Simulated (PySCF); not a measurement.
One of the candidates below gave these computed data.

All candidates are C3H9N.

- Couplings: largest of the computed one-bond spin–spin couplings (means over like bonds): 13C–1H +135.8, 13C–1H +131.7 (×6), 15N–1H -66.1 (×2), 13C–13C +37.5 (×2), 15N–13C -4.8 Hz [B3LYP/pcJ-1, spin–dipole term left out for some pairs]
- UV, strongest line: among the 8 lowest singlet transitions: S4 at 7.67 eV (162 nm, f = 0.100) [TDDFT PBE0/def2-SVPD]
- 1H NMR: chemical shifts (computed TMS as zero) by class: 3.41 (1 H), 1.03 (6 H), 0.70 (2 H) ppm [GIAO PBE0/pcSseg-1]
- Polarisability: 48.7 au [PBE0/def2-SVPD]
- 13C NMR: chemical shifts (computed TMS as zero) by class: 47.2 (1 C), 27.1 (2 C) ppm [GIAO PBE0/pcSseg-1]
- Triplet: lowest triplet excitation (Tamm–Dancoff): 5.97 eV [TDA PBE0/def2-SVPD]
- Rotational structure: rotational constants A, B, C: 8.421, 8.040, 4.709 GHz [GFN2-xTB]

The electronic properties come from PySCF, for the isolated species, density fitting. Levels stand in brackets. Geometry: GFN2-xTB, one conformer, isolated molecule. Each NMR value is the plain mean over a class of atoms that symmetry, rotation or inversion makes alike.

Problem. Which candidate is it?
A. `CN(C)C` (trimethylamine)
B. `CCNC` (N-ethylmethylamine)
C. `CC(C)N` (isopropylamine)
D. `CCCN` (propylamine)

Solution. C. It is `CC(C)N`. Numbering: `[CH3:1][CH:2]([CH3:3])[NH2:4]`. Its formula, C3H9N, gives 0 degrees of unsaturation, so no ring and no π bond. 3 carbons fall into 2 classes; from least to most shielded: sp3 carbon bound to nitrogen [C2] (47.2 ppm), methyl carbon [C1/C3] (27.1 ppm, 2 C). Hydrogen classes from least to most shielded: 1 H on an sp3 carbon bound to nitrogen, C2 (3.41 ppm), 6 H on 2 methyl carbons, C1/C3 (1.03 ppm), 2 H on a primary amine nitrogen, N4 (0.70 ppm). The couplings run between: +135.8 Hz, sp3 carbon bound to nitrogen [C2] and its hydrogen; +131.7 Hz, methyl carbon [C1] and its hydrogen (with 5 like pairs); -66.1 Hz, primary amine nitrogen [N4] and its hydrogen (with 1 like pair); +37.5 Hz, methyl carbon [C1] and sp3 carbon bound to nitrogen [C2] (with 1 like pair); -4.8 Hz, primary amine nitrogen [N4] and sp3 carbon bound to nitrogen [C2]. The optimised geometry has point group Cs and is an asymmetric top.

The others, at the same levels:
- `CCCN` (propylamine) fails: it has 3 carbon classes against 2; its computed 13C shifts are 51.0 (1 C), 30.6 (1 C), 14.0 (1 C) ppm, 1H shifts are 2.87 (2 H), 1.49 (2 H), 0.99 (3 H), 0.52 (2 H) ppm and rotational constant A is 25.140 GHz (against 8.421 GHz).
- `CN(C)C` fails: it has 1 carbon class against 2; its computed 13C shifts are 48.9 (3 C) ppm and 1H shifts are 2.13 (9 H) ppm.
- `CCNC` (N-ethylmethylamine) fails: it has 3 carbon classes against 2; its computed 13C shifts are 51.6 (1 C), 40.3 (1 C), 18.3 (1 C) ppm, 1H shifts are 2.63 (3 H), 2.59 (2 H), 1.18 (3 H), -0.46 (1 H) ppm and rotational constant A is 26.253 GHz (against 8.421 GHz).

Each candidate is one conformer, not necessarily the lowest. The conformers computed, where there is a choice (atom-mapped SMILES and torsion angles):
- `[CH3:1][CH:2]([CH3:3])[NH2:4]`: H–N4–C2–C1 -179°, H–N4–C2–C1 -60°
- `[CH3:1][CH2:2][CH2:3][NH2:4]`: C1–C2–C3–N4 -175°, H–N4–C3–C2 -62°, H–N4–C3–C2 179°
- `[CH3:1][CH2:2][NH:3][CH3:4]`: C1–C2–N3–C4 178°
